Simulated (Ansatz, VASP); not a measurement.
One calculation of GaAs, two programs

INCAR

```
SYSTEM = GaAs
PREC = Accurate
ENCUT = 520
EDIFF = 1E-6
ISMEAR = -1
SIGMA = 0.05
LREAL = .False.
LASPH = .True.
NELM = 60
ALGO = Normal
ISIF = 2
LWAVE = .False.
LCHARG = .False.
GGA = PE
NBANDS = 16
```

Contents of KPOINTS:

```
regular mesh
0
Gamma
  13 13 13
  0 0 0
```

POSCAR

```
GaAs
1.0
    0.0000000000      2.4756909131      2.4756909131
    2.4756909131      0.0000000000      2.4756909131
    2.4756909131      2.4756909131      0.0000000000
Ga As
1 1
Direct
    0.0000000000      0.0000000000      0.0000000000
    0.2500000000      0.2500000000      0.2500000000
```

Input for Ansatz:

```yaml
crystal:
  lattice:
    - [0.0, 2.4756909131, 2.4756909131]
    - [2.4756909131, 0.0, 2.4756909131]
    - [2.4756909131, 2.4756909131, 0.0]
  atoms:
    - { symbol: Ga, position: [0.0, 0.0, 0.0] }
    - { symbol: As, position: [0.25, 0.25, 0.25] }
kpoints:
  mp_grid: { grid: [13, 13, 13] }
  band_path:
    path:
      - [0.0, 0.0, 0.0]
      - [-0.5, -0.5, 0.0]
      - [-0.375, -0.375, 0.25]
      - [-0.375, 0.0, 0.375]
      - [0.0, 0.0, 0.0]
      - [0.0, 0.0, 0.5]
      - [-0.5, -0.25, 0.25]
      - [-0.5, -0.5, 0.0]
    npoints: 8
scf:
  occupations: { method: fermi_dirac, width: 0.05 }
hamiltonian:
  xc: pbe
  pseudopotentials: { kind: paw }
output:
  forces: true
  stress: true
  eigenvalues: true
  populations: true
  dos: { projected: true, de: 0.2, e_range: [-14, 8] }
```

Change from the starting cell: volume scaled by 0.64, PAW files.

Alike in both runs: task single point; functional PBE; k mesh 13 × 13 × 13; occupations fermi-dirac, width 0.05 eV; no spin polarisation.

```csv
,VASP,Ansatz
version,VASP 6.6.1,Ansatz 0.2.0
potentials or method,"VASP PAW PBE potentials, release 64 (Ga_d, As)","PAW with Ansatz's default frozen-core files, scalar-relativistic"
plane-wave cutoff (eV),520,420
valence electrons in the cell,18,28
```

|  | VASP | Ansatz | Ansatz less VASP |
| --- | --- | --- | --- |
| pressure (GPa) | 75.4 | 74.8 | -0.63 |

The functional is the same, so the differences come from potentials, cutoffs and numerics. The two sets of potentials don't hold the same shells in valence.

Caveats: the cell as given lies far from equilibrium; so large a pressure means that the cell lies far from this level's equilibrium, or that cutoff or potentials fall short (VASP); an odd mesh through Γ misses points on the zone boundary, where band edges often lie.
